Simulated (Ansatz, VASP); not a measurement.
This is a calculation of La for VASP 6.6.1.

INCAR

```
  ALGO = Fast
  EDIFF = 1E-6
  ENCUT = 520
  GGA = PS
  ISIF = 2
  ISMEAR = -1
  LASPH = True
  LCHARG = False
  LREAL = False
  LWAVE = False
  NBANDS = 12
  NELM = 80
  PREC = Accurate
  SIGMA = 0.05
```

File KPOINTS:

```
k-points
0
Gamma
  9 9 9
```

Contents of POSCAR:

```
La
1.0
   -2.0388778282      2.0388778282      2.1238310710
    2.0388778282     -2.0388778282      2.1238310710
    2.0388778282      2.0388778282     -2.1238310710
La
1
Direct
    0.0000000000      0.0000000000      0.0000000000
```

Potentials or basis: VASP PAW PBE potentials, release 64 (La).

Run with:

```sh
$ cat potpaw_PBE.64/La/POTCAR > POTCAR
$ mpirun -np 1 vasp_std > vasp.out
```

Q: Set up the same calculation for Ansatz 0.2.0. Potentials there: all-electron LAPW, scalar-relativistic.

A: As run (the cutoff follows the program's own potentials):

Contents of input.yaml:

```yaml
crystal:
  lattice:
    - [-2.0388778282, 2.0388778282, 2.123831071]
    - [2.0388778282, -2.0388778282, 2.123831071]
    - [2.0388778282, 2.0388778282, -2.123831071]
  atoms:
    - { symbol: La, position: [0.0, 0.0, 0.0] }
kpoints:
  mp_grid: { grid: [9, 9, 9] }
scf:
  occupations: { method: fermi_dirac, width: 0.05 }
hamiltonian:
  xc: pbesol
  pseudopotentials: { kind: all_electron, lapw: { basis_error: 0.001 } }
output:
  forces: true
  stress: true
  eigenvalues: true
```

Potentials or basis: all-electron LAPW, scalar-relativistic.

Run with:

```sh
$ ansatz run input.yaml --threads 2 --pin off --max-ram 6144MiB --backend cpu --events-out ev --progress --plain --runs-dir out
```

Both were run:

|  | VASP | Ansatz | Ansatz less VASP |
| --- | --- | --- | --- |
| gap on the k mesh at the Fermi level (eV) | none | none | - |
| pressure (GPa) | -0.6 | -0.6 | -0.05 |
| largest component of the traceless stress (GPa) | 1.16 | 1.17 | +0.015 |

A gap of «none» marks a metal or a gap that the smearing closes. Ansatz ran all-electron here, so the differences hold the error of VASP's frozen core and of both bases.

Caveats: the PAW data sets were made with another functional, which shifts forces and pressure a little (VASP). Spin-orbit coupling is left out, which matters for the levels of La.
